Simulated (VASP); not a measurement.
# SiO2 (Stishovite) (P4_2/mnm) in VASP: notebook

Aim: see how the results for SiO2 (Stishovite) move with the level of theory and the settings. Levels: PBE+D3(BJ), PBEsol. Tasks: relaxation of cell and atoms.

Program: VASP 6.6.1. These are calculated values, not measurements. Logs are shortened: lines on timing, memory, paths and dates and some standing lists are left out, and cuts for length are marked.

## 1. The structure

Symmetry: P4_2/mnm, No. 136, tetragonal system. The conventional cell has a = 4.177 Å, b = 4.177 Å, c = 2.665 Å, α = 90.00°, β = 90.00°, γ = 90.00°. Si (site symmetry mmm) is surrounded by 6 O at 1.76 to 1.81 Å. O (site symmetry m2m) has 3 Si at 1.76 to 1.81 Å as nearest neighbours.

## 2. Relaxation of cell and atoms, PBE+D3(BJ)

Contents of INCAR:

```
  PREC = Accurate
  ENCUT = 600
  EDIFF = 1E-6
  ISMEAR = 0
  SIGMA = 0.03
  LREAL = F
  LASPH = T
  NELM = 80
  ALGO = Normal
  ISIF = 3
  LWAVE = F
  LCHARG = F
  GGA = PE
  IVDW = 12
  IBRION = 2
  NSW = 90
  EDIFFG = -0.01
  KPAR = 2
```

Contents of KPOINTS:

```
Automatic mesh
0
Gamma
  8 8 10
```

Contents of POSCAR:

```
SiO2
1.0
    4.1773000000      0.0000000000      0.0000000000
    0.0000000000      4.1773000000      0.0000000000
    0.0000000000      0.0000000000      2.6652000000
Si O
2 4
Direct
    0.0000000000      0.0000000000      0.0000000000
    0.5000000000      0.5000000000      0.5000000000
    0.3059000000      0.3059000000      0.0000000000
    0.1941000000      0.8059000000      0.5000000000
    0.6941000000      0.6941000000      0.0000000000
    0.8059000000      0.1941000000      0.5000000000
```

Potentials or basis: VASP PAW PBE potentials, release 64 (Si, O).

On the command line:

```sh
$ cat potpaw_PBE.64/Si/POTCAR potpaw_PBE.64/O/POTCAR > POTCAR
$ mpirun -np 2 vasp_std > vasp.out
```

OUTCAR:

```text
PREC = Accurate
   ENCUT = 600
   EDIFF = 1E-6
   ISMEAR = 0
   LREAL = F
   LASPH = T
   NELM = 80
   ISIF = 3
   GGA = PE
   IVDW = 12
   IBRION = 2
   NSW = 90
   EDIFFG = -0.01
 IVDW          = 12

 ion  position               nearest neighbor table
   1  0.000  0.000  0.000-   4 1.76   6 1.76   4 1.76   6 1.76   5 1.81   3 1.81
   2  0.500  0.500  0.500-   3 1.76   5 1.76   3 1.76   5 1.76   4 1.81   6 1.81
   3  0.306  0.306  0.000-   2 1.76   2 1.76   1 1.81
   4  0.194  0.806  0.500-   1 1.76   1 1.76   2 1.81
   5  0.694  0.694  0.000-   2 1.76   2 1.76   1 1.81
   6  0.806  0.194  0.500-   1 1.76   1 1.76   2 1.81

  LATTYP: Found a simple tetragonal cell.
 ALAT       =     4.1773000000
 C/A-ratio  =     0.6380197735

  Lattice vectors:

 A1 = (   4.1773000000,   0.0000000000,   0.0000000000)
 A2 = (   0.0000000000,   4.1773000000,   0.0000000000)
 A3 = (   0.0000000000,   0.0000000000,   2.6652000000)

Analysis of symmetry for initial positions (statically):
=====================================================================
 Subroutine PRICEL returns:
 Original cell was already a primitive cell.

 Routine SETGRP: Setting up the symmetry group for a
 simple tetragonal supercell.

 Subroutine GETGRP returns: Found 16 space group operations
 (whereof  8 operations were pure point group operations)
 out of a pool of 16 trial point group operations.

The static configuration has the point symmetry D_2h.
 The point group associated with its full space group is D_4h.

Analysis of symmetry for dynamics (positions and initial velocities):
=====================================================================
 Subroutine PRICEL returns:
 Original cell was already a primitive cell.

 Routine SETGRP: Setting up the symmetry group for a
 simple tetragonal supercell.

 Subroutine GETGRP returns: Found 16 space group operations
 (whereof  8 operations were pure point group operations)
 out of a pool of 16 trial point group operations.

The dynamic configuration has the point symmetry D_2h.
 The point group associated with its full space group is D_4h.

 Subroutine INISYM returns: Found 16 space group operations
 (whereof  8 operations are pure point group operations),
 and found     1 'primitive' translations

----------------------------------------------------------------------------------------

                                     Primitive cell

  volume of cell :      46.5073

  direct lattice vectors                    reciprocal lattice vectors
     4.177300000  0.000000000  0.000000000     0.239389079  0.000000000  0.000000000
     0.000000000  4.177300000  0.000000000     0.000000000  0.239389079  0.000000000
     0.000000000  0.000000000  2.665200000     0.000000000  0.000000000  0.375206363

  length of vectors
     4.177300000  4.177300000  2.665200000     0.239389079  0.239389079  0.375206363

  position of ions in fractional coordinates (direct lattice)
     0.000000000  0.000000000  0.000000000
     0.500000000  0.500000000  0.500000000
     0.305900000  0.305900000  0.000000000
     0.194100000  0.805900000  0.500000000
     0.694100000  0.694100000  0.000000000
     0.805900000  0.194100000  0.500000000

  ion indices of the primitive-cell ions
   primitive index   ion index
                 1           1
                 2           2
                 3           3
                 4           4
                 5           5
                 6           6

----------------------------------------------------------------------------------------

 KPOINTS: Automatic mesh

Automatic generation of k-mesh.
 Grid dimensions read from file:
 generate k-points for:    8    8   10

 Generating k-lattice:

  Cartesian coordinates                     Fractional coordinates (reciprocal lattice)
     0.029923635  0.000000000  0.000000000     0.125000000  0.000000000  0.000000000
     0.000000000  0.029923635  0.000000000     0.000000000  0.125000000  0.000000000
     0.000000000  0.000000000  0.037520636     0.000000000  0.000000000  0.100000000

  Length of vectors
     0.029923635  0.029923635  0.037520636

  Shift w.r.t. Gamma in fractional coordinates (k-lattice)
     0.000000000  0.000000000  0.000000000

 Subroutine IBZKPT returns following result:
 ===========================================

 Found     90 irreducible k-points:

 Following reciprocal coordinates:
            Coordinates               Weight
  0.000000  0.000000  0.000000      1.000000
  0.125000  0.000000  0.000000      4.000000
  0.250000  0.000000  0.000000      4.000000
  0.375000  0.000000  0.000000      4.000000
  0.500000  0.000000  0.000000      2.000000
  0.125000  0.125000  0.000000      4.000000
[... 16 lines left out ...]
  0.375000  0.125000  0.100000     16.000000
  0.500000  0.125000  0.100000      8.000000
 [... further k-points ...]
   k-points           NKPTS =     90   k-points in BZ     NKDIM =     90   number of bands    NBANDS=     20
   number of dos      NEDOS =    301   number of ions     NIONS =      6
   total plane-waves  NPLWV =  31104
   dimension x,y,z NGX =    36 NGY =   36 NGZ =   24
   dimension x,y,z NGXF=    72 NGYF=   72 NGZF=   48
   ions per type =               2   4
   NGX,Y,Z   is equivalent  to a cutoff of  14.33, 14.33, 14.97 a.u.
   NGXF,Y,Z  is equivalent  to a cutoff of  28.65, 28.65, 29.94 a.u.
 SYSTEM =  unknown system
   PREC   = accura    normal or accurate (medium, high low for compatibility)
   ISTART =      0    job   : 0-new  1-cont  2-samecut
   ICHARG =      2    charge: 1-file 2-atom 10-const
   ISPIN  =      1    spin polarized calculation?
   LNONCOLLINEAR =      F non collinear calculations
   LSORBIT =      F    spin-orbit coupling
   LASPH  =      T    aspherical Exc in radial PAW
   ENCUT  =  600.0 eV  44.10 Ry    6.64 a.u.   8.34  8.34  5.32*2*pi/ulx,y,z
   NELM   =     80;   NELMIN=  2; NELMDL= -5     # of ELM steps
   EDIFF  = 0.1E-05   stopping-criterion for ELM
   LREAL  =      F    real-space projection
   EDIFFG = -.1E-01   stopping-criterion for IOM
   NSW    =     90    number of steps for IOM
   IBRION =      2    ionic relax: 0-MD 1-quasi-New 2-CG
   NFREE  =      1    steps in history (QN), initial steepest desc. (CG)
   ISIF   =      3    stress and relaxation
   ISYM   =      2    0-nonsym 1-usesym 2-fastsym
   POTIM  = 0.5000    time-step for ionic-motion
   TEBEG  =    0.0;   TEEND  =   0.0 temperature during run
   PSTRESS=    0.0 pullay stress
   NELECT =      32.0000    total number of electrons
   NUPDOWN=      -1.0000    fix difference up-down
   EMIN   =  10.00;   EMAX   =-10.00  energy-range for DOS
   EFERMI =   0.00;   METHOD = LEGACY
   ISMEAR =     0;   SIGMA  =   0.03  broadening in eV -4-tet -1-fermi 0-gaus
   EFERMI_NEDOS =   21; number of points for ismear=-14 and -15
   IALGO  =     38    algorithm
   IMIX   =      4    mixing-type and parameters
     AMIX     =   0.40;   BMIX     =  1.00
     AMIX_MAG =   1.60;   BMIX_MAG =  1.00
  volume/ion in A,a.u.               =       7.75        52.31
  Fermi-wavevector in a.u.,A,eV,Ry     =   1.445277  2.731178 28.420200  2.088826
  Thomas-Fermi vector in A             =   2.563477
   LORBIT       =      0    0 simple, 1 ext, 2 COOP (PROOUT), +10 PAW based schemes
   GGA     = PE    functional components
   LHFCALC =     F    Hartree Fock is set to
   AEXX    =    0.0000 exact exchange contribution
   IVDW    =    12    specifies the selected vdW correction
   LEPSILON=     F    determine dielectric tensor
   LRPA    =     F    only Hartree local field effects (RPA)
 conjugate gradient relaxation of ions
 non-spin polarized calculation
 Gauss-broadening in eV      SIGMA  =   0.03
  energy-cutoff  :      600.00
  volume of cell :       46.51
 maximum number of plane-waves:      1576
 NGX is ok and might be reduce to    36
   NGX = 17   NGY = 17   NGZ = 11

--------------------------------------- Ionic step        1  -------------------------------------------

 number of electron      32.0000002 magnetization

 Free energy of the ion-electron system (eV)
  ---------------------------------------------------
  ext. energy  EPLUGINS =         0.00000000
  ---------------------------------------------------
  free energy    TOTEN  =       -46.26937697 eV

  energy without entropy =      -46.26937697  energy(sigma->0) =      -46.26937697

------------------------ aborting loop because EDIFF is reached ----------------------------------------

 Edisp (eV)   -1.44424

 E8    (eV) :    -0.4967

  FORCE on cell =-STRESS in cart. coord.  units (eV):
  Direction    XX          YY          ZZ          XY          YZ          ZX
  --------------------------------------------------------------------------------------
  -------------------------------------------------------------------------------------
  Total       1.49675     1.49675     2.11570    -0.00000     0.00000     0.00000
  in kB      51.56302    51.56302    72.88605    -0.00000     0.00000     0.00000
  external pressure =       58.67 kB  Pullay stress =        0.00 kB
[... 201 lines left out ...]
  energy  without entropy=      -47.7290384682  energy(sigma->0) =      -47.72903847

--------------------------------------- Ionic step        6  -------------------------------------------

 number of electron      32.0000002 magnetization

 Free energy of the ion-electron system (eV)
  ---------------------------------------------------
  ext. energy  EPLUGINS =         0.00000000
  ---------------------------------------------------
  free energy    TOTEN  =       -46.31056381 eV

  energy without entropy =      -46.31056381  energy(sigma->0) =      -46.31056381

 E-fermi :   8.2086     XC(G=0): -12.1877

 val. band max:        8.0225594105   @ k =   0.0000   0.0000   0.0000
 cond. band min:      13.3265713425   @ k =   0.0000   0.0000   0.0000
 fundamental gap:      5.3040119320
 Fermi energy:         8.2086283805

 k-point     1 :       0.0000    0.0000    0.0000
  band No.  band energies     occupation
      1     -14.3885      2.00000
      2     -10.8361      2.00000
      3     -10.8361      2.00000
      4     -10.5977      2.00000
      5      -2.7757      2.00000
      6       1.6783      2.00000
[... 12 lines left out ...]
     19      16.3606      0.00000
[... 513 lines left out ...]
      4     -10.4027      2.00000
      5      -0.9545      2.00000
      6      -0.9545      2.00000
[... 12 lines left out ...]
     19      17.6385      0.00000
     20      17.6385      0.00000

 [... further k-points ...]

------------------------ aborting loop because EDIFF is reached ----------------------------------------

 Edisp (eV)   -1.41850

 E8    (eV) :    -0.4878

  FORCE on cell =-STRESS in cart. coord.  units (eV):
  Direction    XX          YY          ZZ          XY          YZ          ZX
  --------------------------------------------------------------------------------------
  -------------------------------------------------------------------------------------
  Total       0.05578     0.05578    -0.01709     0.00000     0.00000     0.00000
  in kB       1.88835     1.88835    -0.57859     0.00000     0.00000     0.00000
  external pressure =        1.07 kB  Pullay stress =        0.00 kB
[... 21 lines left out ...]
  FREE ENERGIE OF THE ION-ELECTRON SYSTEM (eV)
  ---------------------------------------------------
  free  energy   TOTEN  =       -47.7290641311 eV

  energy  without entropy=      -47.7290641311  energy(sigma->0) =      -47.72906413

 reached required accuracy - stopping structural energy minimisation
```

It took 94 s on 2 MPI ranks of Intel Xeon Platinum 8259CL at 2.50GHz (Skylake/Cascade Lake), shared host; peak memory 0.24 GiB.

What came out:

| Item | Value |
| --- | --- |
| Free energy | -47.7291 eV |
| Relaxed volume | 7.89 Å³/atom |
| Relaxed cell | a = 4.198 Å, b = 4.198 Å, c = 2.685 Å, α = 90.00°, β = 90.00°, γ = 90.00° |
| Space group after relaxing (to 0.05 Å) | P4_2/mnm (No. 136) |
| Energy gained by relaxing | 2.6 meV/atom |
| Ionic steps | 6 |
| Pressure after relaxing | 0.1 GPa |
| Band gap on the k mesh | 5.30 eV, direct |
| Dispersion energy per atom | -0.236 eV |

The path:
```tsv
step	energy change (eV)	largest force (eV/Å)	pressure (GPa)	volume (Å³)
1	0.0000	0.0998	5.87	46.51
2	0.0135	0.2760	-7.26	48.44
3	-0.0151	0.0680	0.07	47.31
4	-0.0151	0.0649	0.18	47.29
5	-0.0154	0.0200	0.09	47.34
6	-0.0154	0.0006	0.11	47.33
```

Final structure:
```xyz
6
Lattice="4.1984 0.0000 0.0000 0.0000 4.1984 0.0000 0.0000 0.0000 2.6851" Properties=species:S:1:pos:R:3 pbc="T T T"
Si    0.0000    0.0000    0.0000
Si    2.0992    2.0992    1.3425
O     1.2844    1.2844    0.0000
O     0.8148    3.3836    1.3425
O     2.9140    2.9140    0.0000
O     3.3836    0.8148    1.3425
```

Levels at points of the mesh, in eV from the valence-band top:
```
           k point  band 14  band 15  band 16  band 17  band 18  band 19
(0.00, 0.00, 0.00)    -0.87    -0.87     0.00     5.30     6.61     8.34
(0.50, 0.00, 0.00)    -2.66    -1.05    -1.05     7.51     7.51     8.93
(0.50, 0.50, 0.00)    -2.64    -2.22    -2.22     7.21     7.21     9.89
(0.00, 0.00, 0.50)    -3.00    -2.62    -2.62     8.88     8.88    12.48
(0.50, 0.00, 0.50)    -2.24    -1.72    -1.72     8.61     8.61     9.70
(0.50, 0.50, 0.50)    -1.73    -1.52    -1.52     6.98     6.98    10.92
```

A k mesh can miss the band edges. PBE gaps usually lie below the measured ones, often by a third to a half.

## 3. Relaxation of cell and atoms, PBE+D3(BJ)

This run uses another cell than the first one, of 7.89 Å³/atom, 1.018 times its volume.

Changes to INCAR since step 2:

```diff
@@ -2,3 +2,3 @@
   ENCUT = 600
-  EDIFF = 1E-6
+  EDIFF = 1E-7
   ISMEAR = 0
@@ -16,3 +16,3 @@
   NSW = 90
-  EDIFFG = -0.01
+  EDIFFG = -0.005
   KPAR = 2
```

KPOINTS is that of step 2.

Contents of POSCAR:

```
SiO2                                    
1.0
    4.1984390895      0.0000000000      0.0000000000
   -0.0000000000      4.1984390895      0.0000000000
    0.0000000000      0.0000000000      2.6850878064
  Si              O             
     2     4
Direct
     0.0000000000000000    0.0000000000000000    0.0000000000000000
     0.5000000000000000    0.5000000000000000    0.5000000000000000
     0.3059230973835393    0.3059230973835393    0.0000000000000000
     0.1940769026164607    0.8059230973835394    0.5000000000000000
     0.6940769026164606    0.6940769026164606    0.0000000000000000
     0.8059230973835394    0.1940769026164607    0.5000000000000000
```

Potentials or basis: VASP PAW PBE potentials, release 64 (Si, O).

On the command line:

```sh
$ cat potpaw_PBE.64/Si/POTCAR potpaw_PBE.64/O/POTCAR > POTCAR
$ mpirun -np 2 vasp_std > vasp.out
```

It took 68 s on 2 MPI ranks of Intel Xeon Platinum 8259CL at 2.50GHz (Skylake/Cascade Lake), shared host; peak memory 0.24 GiB.

The run converged. Its results:

| Item | Value |
| --- | --- |
| Free energy | -47.7324 eV |
| Relaxed volume | 7.89 Å³/atom |
| Relaxed cell | a = 4.200 Å, b = 4.200 Å, c = 2.684 Å, α = 90.00°, β = 90.00°, γ = 90.00° |
| Space group after relaxing (to 0.05 Å) | P4_2/mnm (No. 136) |
| Energy gained by relaxing | 0.0 meV/atom |
| Ionic steps | 4 |
| Pressure after relaxing | 0.0 GPa |
| Band gap on the k mesh | 5.30 eV, direct |
| Dispersion energy per atom | -0.236 eV |

Final structure:
```xyz
6
Lattice="4.1999 0.0000 0.0000 0.0000 4.1999 0.0000 0.0000 0.0000 2.6840" Properties=species:S:1:pos:R:3 pbc="T T T"
Si    4.1999    0.0000    0.0000
Si    2.0999    2.0999    1.3420
O     1.2850    1.2850    0.0000
O     0.8149    3.3849    1.3420
O     2.9149    2.9149    2.6840
O     3.3849    0.8149    1.3420
```

Levels at points of the mesh, in eV from the valence-band top:
```tsv
k point	band 13	band 14	band 15	band 16	band 17	band 18	band 19	band 20
(0.00, 0.00, 0.00)	-2.51	-0.87	-0.87	0.00	5.30	6.62	8.35	8.35
(0.50, 0.00, 0.00)	-2.66	-2.66	-1.05	-1.05	7.51	7.51	8.94	8.94
(0.50, 0.50, 0.00)	-2.64	-2.64	-2.22	-2.22	7.22	7.22	9.90	9.90
(0.00, 0.00, 0.50)	-3.00	-3.00	-2.62	-2.62	8.87	8.87	12.48	12.48
(0.50, 0.00, 0.50)	-2.24	-2.24	-1.72	-1.72	8.61	8.61	9.69	9.69
(0.50, 0.50, 0.50)	-1.73	-1.73	-1.52	-1.52	6.98	6.98	10.91	10.91
```

A k mesh can miss the band edges.

(Part 1 of 2 ends here.)
